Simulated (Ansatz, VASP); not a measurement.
Given: the input of a run of VASP 6.6.1 on PtSe2 (Sudovikovite).

INCAR

```
PREC     = Accurate       # precision mode
ENCUT    = 520            # plane-wave cutoff, eV
EDIFF    = 1E-6           # SCF threshold, eV
ISMEAR   = 0              # smearing method
SIGMA    = 0.1            # smearing width, eV
LREAL    = False          # projectors in reciprocal space
LASPH    = True           # aspherical terms in the spheres
NELM     = 100            # most SCF steps
ALGO     = Fast           # electronic algorithm
ISIF     = 2              # what is computed and relaxed
LWAVE    = False          # write WAVECAR
LCHARG   = False          # write CHGCAR
GGA      = PE             # functional
```

KPOINTS

```
Automatic mesh
0
Gamma
  8 8 5
```

The input POSCAR:

```
PtSe2
3.724
    1.000000000000      0.000000000000      0.000000000000
   -0.500000000000      0.866025403786      0.000000000000
    0.000000000000      0.000000000000      1.359291084855
Pt Se
1 2
Direct
    0.0000000000      0.0000000000      0.0000000000
    0.6666666667      0.3333333333      0.7500000000
    0.3333333333      0.6666666667      0.2500000000
```

Potentials or basis: VASP PAW PBE potentials, release 64 (Pt, Se).

Launch:

```console
$ cat potpaw_PBE.64/Pt/POTCAR potpaw_PBE.64/Se/POTCAR > POTCAR
$ mpirun -np 1 vasp_std > vasp.out
```

Question: Translate it to Ansatz 0.2.0. Potentials there: Ansatz PAW.

Answer: As run (the cutoff follows the program's own potentials):

The input input.yaml:

```yaml
crystal:
  lattice:
    - [3.724, 0.0, 0.0]
    - [-1.862, 3.2250786037, 0.0]
    - [0.0, 0.0, 5.062]
  atoms:
    - { symbol: Pt, position: [0.0, 0.0, 0.0] }
    - { symbol: Se, position: [0.6666666667, 0.3333333333, 0.75] }
    - { symbol: Se, position: [0.3333333333, 0.6666666667, 0.25] }
hamiltonian:
  xc: pbe
  pseudopotentials: { kind: paw }
kpoints:
  mp_grid: { grid: [8, 8, 5] }
scf:
  occupations: { method: gaussian, width: 0.1 }
output:
  forces: true
  stress: true
  eigenvalues: true
```

Potentials or basis: Ansatz PAW.

Command:

```console
$ ansatz run input.yaml --threads 2 --pin off --max-ram 5632MiB --backend cpu --events-out ev --progress --plain --runs-dir out
```

Both were run:

|  | VASP | Ansatz | Ansatz less VASP |
| --- | --- | --- | --- |
| gap on the k mesh at the Fermi level (eV) | none | none | - |
| pressure (GPa) | 7.3 | 7.3 | -0.01 |
| largest component of the traceless stress (GPa) | 1.23 | 1.22 | -0.007 |
| rms of the force components (eV/Å) | 0.282 | 0.278 | -0.0036 |

Atom by atom the forces differ by 0.004 eV/Å (rms over components). A gap of «none» marks a metal or a gap that the smearing closes. The two sets of potentials don't hold the same shells in valence.

Spin-orbit coupling is left out, which matters for the levels of Pt.
